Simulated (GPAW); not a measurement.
# PbO2 (Fm-3m) in GPAW: single point with AM05

Aim: the single point of PbO2 with AM05.

Program: GPAW 26.7.0. These are calculated values, not measurements. Logs are shortened: lines on timing, memory, paths and dates and some standing lists are left out, and cuts for length are marked. The log counts tension as positive stress, the text compression.

### 1 The structure

It takes space group Fm-3m (No. 225, cubic). Conventional cell: a = 5.404 Å, b = 5.404 Å, c = 5.404 Å, α = 90.00°, β = 90.00°, γ = 90.00°. Around Pb (site symmetry m-3m) lie 8 O at 2.34 Å. O (site symmetry -43m) has 4 Pb at 2.34 Å as nearest neighbours.

The cell comes from a database or a generator and needn't be the stable form of this composition.

### 2 Single point, AM05

Contents of run.py:

```python
from ase import Atoms
from ase.dft.bandgap import bandgap
from ase.io import write
from ase.units import GPa
from gpaw import GPAW, PW, setup_paths

setup_paths.insert(0, '.')

atoms = Atoms(['Pb', 'O', 'O'],
              cell=[[0.0, 2.701992, 2.701992],
                    [2.701992, 0.0, 2.701992],
                    [2.701992, 2.701992, 0.0]],
              scaled_positions=[[0.0, 0.0, 0.0],
                                [0.75, 0.75, 0.75],
                                [0.25, 0.25, 0.25]],
              pbc=True)

calc = GPAW(mode=PW(550),
            xc='AM05',
            kpts={'size': (7, 7, 7), 'gamma': True},
            occupations={'name': 'fermi-dirac', 'width': 0.05},
            nbands=24,
            maxiter=120,
            txt='gpaw.txt')
atoms.calc = calc
energy = atoms.get_potential_energy()
forces = atoms.get_forces()
stress = atoms.get_stress()
calc.write('gs.gpw')
write('result.traj', atoms)
print(f'Energy: {energy:.6f} eV')
print('Forces (eV/A):')
print(forces.round(4))
print('Stress (GPa):', (stress / GPa).round(3))
print('Fermi level:', round(calc.get_fermi_level(), 4), 'eV')
print(f'Gap: {bandgap(calc)[0]:.4f} eV, direct: {bandgap(calc, direct=True)[0]:.4f} eV')
```

Potentials or basis: PAW data sets generated in the run's folder for this functional, pw.

On the command line:

```sh
$ gpaw-setup -f AM05 O Pb
$ OMP_NUM_THREADS=1 python run.py
```

gpaw.txt:

```text
__  _  _
 | _ |_)|_||  |
 |__||  | ||/\| - 26.7.0

Input parameters:
  mode=PW(ecut=550.0),
  kpts=MonkhorstPack(size=(7, 7, 7), gamma=True),
  maxiter=120,
  nbands=24,
  occupations=Occupations(name='fermi-dirac', width=0.05),
  xc=XC(name='AM05')

Diagonalizing LCAO Hamiltonian
Converting LCAO to pw mode

                    O

           O

       Pb

Atoms  # Å, Bohr magnetons
|   | symbol |        x |        y |        z |    initial magnetic moments |
|---|--------|----------|----------|----------|-----------------------------|
| 0 |     Pb | 0.000000 | 0.000000 | 0.000000 | ( 0.0000,  0.0000,  0.0000) |
| 1 |      O | 4.052988 | 4.052988 | 4.052988 | ( 0.0000,  0.0000,  0.0000) |
| 2 |      O | 1.350996 | 1.350996 | 1.350996 | ( 0.0000,  0.0000,  0.0000) |

Unit cell  # Å
| periodic |        x |        y |        z |  lengths |    angles |
|----------|----------|----------|----------|----------|-----------|
|      yes | 0.000000 | 2.701992 | 2.701992 | 3.821194 | 60.000000 |
|      yes | 2.701992 | 0.000000 | 2.701992 | 3.821194 | 60.000000 |
|      yes | 2.701992 | 2.701992 | 0.000000 | 3.821194 | 60.000000 |

Number of symmetries: 48
Symmetry operations  # r_c * U_cc + t_c -> r_c
|    | kind |            matrix            |
|----|------|------------------------------|
|  0 |  σ   |  1, 0, 0,  1, 0,-1,  1,-1, 0 |
|  1 |  C2  |  1, 0, 0,  1,-1, 0,  1, 0,-1 |
|  2 |  E   |  1, 0, 0,  0, 1, 0,  0, 0, 1 |
|  3 |  σ   |  1, 0, 0,  0, 0, 1,  0, 1, 0 |
|  4 |  C4  |  1, 0,-1,  1, 0, 0,  1,-1, 0 |
|  5 |  S6  |  1, 0,-1,  1,-1, 0,  1, 0, 0 |
|  6 |  σ   |  1, 0,-1,  0, 1,-1,  0, 0,-1 |
|  7 |  C3  |  1, 0,-1,  0, 0,-1,  0, 1,-1 |
|  8 |  S6  |  1,-1, 0,  1, 0, 0,  1, 0,-1 |
|  9 |  C4  |  1,-1, 0,  1, 0,-1,  1, 0, 0 |
| 10 |  C3  |  1,-1, 0,  0,-1, 1,  0,-1, 0 |
| 11 |  σ   |  1,-1, 0,  0,-1, 0,  0,-1, 1 |
| 12 |  σ   |  0, 1, 0,  1, 0, 0,  0, 0, 1 |
| 13 |  C4  |  0, 1, 0,  0, 1,-1, -1, 1, 0 |
| 14 |  C3  |  0, 1, 0,  0, 0, 1,  1, 0, 0 |
| 15 |  S6  |  0, 1, 0, -1, 1, 0,  0, 1,-1 |
| 16 |  C2  |  0, 1,-1,  1, 0,-1,  0, 0,-1 |
| 17 |  σ   |  0, 1,-1,  0, 1, 0, -1, 1, 0 |
| 18 |  S4  |  0, 1,-1,  0, 0,-1,  1, 0,-1 |
| 19 |  C4  |  0, 1,-1, -1, 1, 0,  0, 1, 0 |
| 20 |  C3  |  0, 0, 1,  1, 0, 0,  0, 1, 0 |
| 21 |  σ   |  0, 0, 1,  0, 1, 0,  1, 0, 0 |
| 22 |  S6  |  0, 0, 1,  0,-1, 1, -1, 0, 1 |
| 23 |  C4  |  0, 0, 1, -1, 0, 1,  0,-1, 1 |
| 24 |  S4  |  0, 0,-1,  1, 0,-1,  0, 1,-1 |
| 25 |  C3  |  0, 0,-1,  0, 1,-1,  1, 0,-1 |
| 26 |  C2  |  0, 0,-1,  0,-1, 0, -1, 0, 0 |
| 27 |  S6  |  0, 0,-1, -1, 0, 0,  0,-1, 0 |
| 28 |  S4  |  0,-1, 1,  1,-1, 0,  0,-1, 0 |
| 29 |  C4  |  0,-1, 1,  0, 0, 1, -1, 0, 1 |
| 30 |  C2  |  0,-1, 1,  0,-1, 0,  1,-1, 0 |
| 31 |  σ   |  0,-1, 1, -1, 0, 1,  0, 0, 1 |
| 32 |  C3  |  0,-1, 0,  1,-1, 0,  0,-1, 1 |
| 33 |  S6  |  0,-1, 0,  0, 0,-1, -1, 0, 0 |
| 34 |  S4  |  0,-1, 0,  0,-1, 1,  1,-1, 0 |
| 35 |  C2  |  0,-1, 0, -1, 0, 0,  0, 0,-1 |
| 36 |  C2  | -1, 1, 0,  0, 1, 0,  0, 1,-1 |
| 37 |  S6  | -1, 1, 0,  0, 1,-1,  0, 1, 0 |
| 38 |  S4  | -1, 1, 0, -1, 0, 1, -1, 0, 0 |
| 39 |  C3  | -1, 1, 0, -1, 0, 0, -1, 0, 1 |
| 40 |  S6  | -1, 0, 1,  0, 0, 1,  0,-1, 1 |
| 41 |  C2  | -1, 0, 1,  0,-1, 1,  0, 0, 1 |
| 42 |  C3  | -1, 0, 1, -1, 1, 0, -1, 0, 0 |
| 43 |  S4  | -1, 0, 1, -1, 0, 0, -1, 1, 0 |
| 44 |  C2  | -1, 0, 0,  0, 0,-1,  0,-1, 0 |
| 45 |  i   | -1, 0, 0,  0,-1, 0,  0, 0,-1 |
| 46 |  σ   | -1, 0, 0, -1, 1, 0, -1, 0, 1 |
| 47 |  C2  | -1, 0, 0, -1, 0, 1, -1, 1, 0 |

BZ-sampling:
  Number of BZ points: 343
  Number of IBZ points: 20

  Monkhorst-Pack size: [7, 7, 7]
  Monkhorst-Pack shift: [0, 0, 0]

K-points  # in reciprocal-cell coordinates
|     |                                coordinates |     weight |
|-----|--------------------------------------------|------------|
|   0 | (  0.00000000,   0.00000000,   0.00000000) | 0.00291545 |
|   1 | (  0.14285714,   0.14285714,   0.00000000) | 0.01749271 |
|   2 | (  0.14285714,   0.14285714,   0.14285714) | 0.02332362 |
|   3 | (  0.28571429,   0.14285714,   0.14285714) | 0.03498542 |
|   4 | (  0.28571429,   0.28571429,   0.00000000) | 0.01749271 |
|   5 | (  0.28571429,   0.28571429,   0.14285714) | 0.06997085 |
|   6 | (  0.28571429,   0.28571429,   0.28571429) | 0.02332362 |
|   7 | (  0.42857143,  -0.28571429,  -0.28571429) | 0.03498542 |
|   8 | (  0.42857143,   0.28571429,  -0.42857143) | 0.13994169 |
|   9 | (  0.42857143,   0.28571429,  -0.28571429) | 0.06997085 |
| ... |                                            |            |
|  19 | (  0.42857143,   0.42857143,   0.42857143) | 0.02332362 |

Plane wave coefficients: 1173
Cutoff: 550.0 eV

Spin-components: 1 (collinear spins)
Bands:           24
Projectors:      16
Spin-degeneracy: 2
Datatype:        complex128

Parallelization:
  kpt:    1
  domain: 1
  band:   1

Density:
  Valence electrons: 26.0
  Components: 1
  Grid points: [21 21 21]
  Charge: 0.0  # |e|

Potential:
  Grid points: [21 21 21]

species:
  Pb:
    name:    Lead
    Z:       82.0
    valence: 14
    core:    68
    charge:  0.0  # [|e|]
    compensation charges:
      type: gauss
      rc: 0.38  # [Å]
      lmax: 2
    cutoffs:
      filter: 2.36  # [Å]
      core: 2.43  # [Å]
    projectors
    | kind |    occ | energy [eV] | rcut [Å] |
    |------|--------|-------------|----------|
    |   6s |  2.000 |     -11.995 |    1.259 |
    |   6p |  2.000 |      -3.471 |    1.275 |
    |   5d | 10.000 |     -21.202 |    1.217 |
    |    s |        |      15.216 |    1.259 |
    |    p |        |      23.740 |    1.275 |
    |    d |        |       6.009 |    1.217 |

    Using partial waves for Pb as LCAO basis

  O:
    name:    Oxygen
    Z:       8.0
    valence: 6
    core:    2
    charge:  0.0  # [|e|]
    compensation charges:
      type: gauss
      rc: 0.21  # [Å]
      lmax: 2
    cutoffs:
      filter: 1.17  # [Å]
      core: 0.83  # [Å]
    projectors
    | kind |    occ | energy [eV] | rcut [Å] |
    |------|--------|-------------|----------|
    |   2s |  2.000 |     -23.729 |    0.688 |
    |   2p |  4.000 |      -8.955 |    0.598 |
    |    s |        |       3.482 |    0.688 |
    |    p |        |      18.256 |    0.598 |
    |    d |        |       0.000 |    0.619 |

    Using partial waves for O as LCAO basis

Reference energy: -571043.379702  # eV

eigensolver:
  PPCG
  Converge bands: occupied
  niter=2

density mixing:
  MSR1-Mixer
  Pratt-step length: 0.05
  Maximum mixing coefficient: 0.75
  Old densities: 10
  SVD Regularization: 0.005
  Good broyden scale: 1.0
  Trust region scale: 1.0
  Backstep threshold: 4.0
  History deletion threshold: 6.0
  Fourier metric: weight=20.0, sigma=0.015

occupation numbers:
  Fermi-Dirac:
    width: 0.0500  # eV

poisson solver:
  ecut: 4400.0  # eV

xc functional:
  name: AM05 with 2 nearest neighbor stencil

convergence criteria:
- Maximum [total energy] change in last 3 cyles: 0.0005 eV / valence electron
- Maximum integral of absolute [dens]ity change: 0.0001 electrons / valence electron
- Maximum integral of absolute [eigenst]ate change: 4e-08 eV^2 / valence electron
maximum number of iterations: 120

SCF iterations
|iter     | |      energy | eigst |  dens |
|---------|-|-------------|-------|-------|
|iter:   1| |  -18.740865 | +0.04 |       |
|iter:   2| |  -18.079180 | -1.83 | -0.91 |
|iter:   3| |  -16.446480 | -0.98 | -0.97 |
|iter:   4| |  -16.438696 | -3.28 | -1.54 |
|iter:   5| |  -16.440663c| -3.52 | -1.83 |
|iter:   6| |  -16.440919c| -5.01 | -2.96 |
|iter:   7| |  -16.440996c| -5.60 | -3.32 |
|iter:   8| |  -16.440998c| -7.32 | -4.30c|
|iter:   9| |  -16.440998c| -8.34c| -4.77c|

Converged in 9 steps
Energy contributions relative to reference atoms: (reference = -571043.379702)

Energy contributions:
  Kinetic:          21.036972
  Coulomb:         -18.672128
  Zero:             -0.051714
  External:          0.000000
  Xc:              -18.751512
  Entropy:          -0.005234
  Spinorbit:         0.000000
  ----------------------------
  Free energy:     -16.443615
  Extrapolated:    -16.440998

dipole moment: (-22.079775, -22.079775, -22.079775)  # |e|*Ang

Fermi level: 6.388
Eigenvalues  # (at kpt = [0.000, 0.000, 0.000])
| band index |      eig [eV] | occ [0-2] |
|------------|---------------|-----------|
|          0 |       -12.053 |     2.000 |
|        ... |               |           |
|          6 |        -9.087 |     2.000 |
|          7 |         3.684 |     2.000 |
|          8 |         4.379 |     2.000 |
|          9 |         4.380 |     2.000 |
|         10 |         4.380 |     2.000 |
|         11 |         5.130 |     2.000 |
|         12 |         5.131 |     2.000 |
|         13 |         5.131 |     2.000 |
|         14 |        13.212 |     0.000 |
|         15 |        13.212 |     0.000 |
|         16 |        13.212 |     0.000 |
|         17 |        18.193 |     0.000 |
|         18 |        21.779 |     0.000 |
|         19 |        21.779 |     0.000 |
|         20 |        26.517 |     0.000 |
|         21 |        26.517 |     0.000 |
|        ... |               |           |
|         23 |        28.019 |     0.000 |

No gap
No difference between direct/indirect transitions

Forces  # eV/Ang
|       x |        y |        z |
|---------|----------|----------|
| 0.00000 | -0.00000 | -0.00000 |  # Pb   0
| 0.00000 |  0.00000 |  0.00000 |  # O    1
| 0.00000 |  0.00000 |  0.00000 |  # O    2

Stress tensor  # eV/Ang^3
|         x |         y |         z |
|-----------|-----------|-----------|
|  0.099912 | -0.000000 | -0.000000 |
| -0.000000 |  0.099912 | -0.000000 |
| -0.000000 | -0.000000 |  0.099912 |

# Writing to gs.gpw (mode='')
```

It took 27 s on 1 thread of Intel Xeon Platinum 8259CL at 2.50GHz (Skylake/Cascade Lake), shared host; peak memory 0.15 GiB.

These settings aren't checked as converged: the numbers below hold their error.

Results:

```
Free energy            : -16.4436 eV
Pressure               : -16.0 GPa
Band gap on the k mesh : none (metal or under the smearing width)
```

Caveat: the cutoff is short for stress and forces, so pressures can be off by a GPa or more.
